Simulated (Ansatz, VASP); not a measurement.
**TiB2: VASP beside Ansatz**

The input INCAR:

```
PREC = Accurate ; ENCUT = 520
EDIFF = 1E-6 ; ISMEAR = 0
SIGMA = 0.02 ; LREAL = False
LASPH = True ; NELM = 80
ALGO = Normal ; ISIF = 2
LWAVE = False ; LCHARG = True
GGA = PE ; LORBIT = 11
LELF = True ; LVHAR = True
```

Contents of KPOINTS:

```
Automatic mesh
0
Gamma
  10 10 8
```

File POSCAR:

```
TiB2
1.0
    3.0292000000      0.0000000000      0.0000000000
   -1.5146000000      2.6233641531      0.0000000000
    0.0000000000      0.0000000000      3.2284000000
Ti B
1 2
Direct
    0.0000000000      0.0000000000      0.0000000000
    0.6666666667      0.3333333333      0.5000000000
    0.3333333333      0.6666666667      0.5000000000
```

Contents of input.yaml:

```yaml
crystal:
  lattice:
    - [3.0292, 0.0, 0.0]
    - [-1.5146, 2.6233641531, 0.0]
    - [0.0, 0.0, 3.2284]
  atoms:
    - { symbol: Ti, position: [0.0, 0.0, 0.0] }
    - { symbol: B, position: [0.6666666667, 0.3333333333, 0.5] }
    - { symbol: B, position: [0.3333333333, 0.6666666667, 0.5] }
hamiltonian:
  xc: pbe
  pseudopotentials: { kind: paw }
kpoints:
  mp_grid: { grid: [10, 10, 8] }
scf:
  occupations: { method: gaussian, width: 0.02 }
output:
  forces: true
  stress: true
  eigenvalues: true
```

Alike in both runs: functional PBE; k mesh 10 × 10 × 8; occupations gaussian, width 0.02 eV; no spin polarisation.

|  | VASP | Ansatz |
| --- | --- | --- |
| version | VASP 6.6.1 | Ansatz 0.2.0 |
| potentials or method | VASP PAW PBE potentials, release 64 (Ti_sv, B) | Ansatz PAW |
| plane-wave cutoff (eV) | 520 | 420 |
| valence electrons in the cell | 18 | 18 |
| task | atomic charges | single point |

|  | VASP | Ansatz | Ansatz less VASP |
| --- | --- | --- | --- |
| gap on the k mesh at the Fermi level (eV) | none | none | - |
| pressure (GPa) | 0.5 | 0.3 | -0.19 |

A gap of «none» marks a metal or a gap that the smearing closes.
